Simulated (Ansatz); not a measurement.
An input for Ansatz 0.2.0 (SiC (F-43m)):

```yaml
crystal:
  lattice:
    - [0.0, 2.179, 2.179]
    - [2.179, 0.0, 2.179]
    - [2.179, 2.179, 0.0]
  atoms:
    - { symbol: Si, position: [0.0, 0.0, 0.0] }
    - { symbol: C, position: [0.25, 0.25, 0.25] }
kpoints:
  mp_grid: { grid: [8, 8, 8] }
hamiltonian:
  xc: { exchange: pbe, correlation: pbe, exx: { coeff: 0.75 } }
  pseudopotentials: { kind: paw, azcp: { folder: soft_1 } }
scf:
  occupations: { method: fixed }
gw:
  n_empty_bands: 86
  ecut_chi: 150.0
  qp_bands: [v2, c2]
  qp_kpoints: band_edges
  screening: { model: contour_deformation }
```

```sh
ansatz run input.yaml --threads 3 --pin off --max-ram 92160MiB --backend cuda --events-out ev --progress --plain --runs-dir out --devices 1 --max-vram 13GiB
```

**Question.** How long will it take on 1 × NVIDIA H100 80GB HBM3 (shared by 6 runs) with 3 threads of AMD EPYC 7R13 (Zen 3), shared host, and how much memory?

It took 87 s; on shared hardware allow 44 s to 2.9 min. Peak host memory was 1.4 GiB. The sizes that set the cost: 411 plane waves a state, 29 irreducible k points, 90 bands summed, 65 plane waves in the screening and 16 SCF cycles.

The screening grows as filled bands × empty bands × pairs of k points, times the square of the screening basis for the matrix.

[Paths, hosts, dates, memory and timing lines, banners, echoed tables and standing remarks are left out of the program output.]

[Logs are printed without paths, hosts, clocks, repeated set-up lines and the standing remarks that a program may print on its own settings, such as how far it seeks lower states.]

[Runs of the session that timed out or met a known fault of the program may be left out.]

[Cells called generated may have been cut or substituted from an entry of the Crystallography Open Database or the Materials Project.]

[Hosts, paths, dates, database ids (printed as entryN), source tags and the programs' standing remarks are cut or masked in the printed files.]
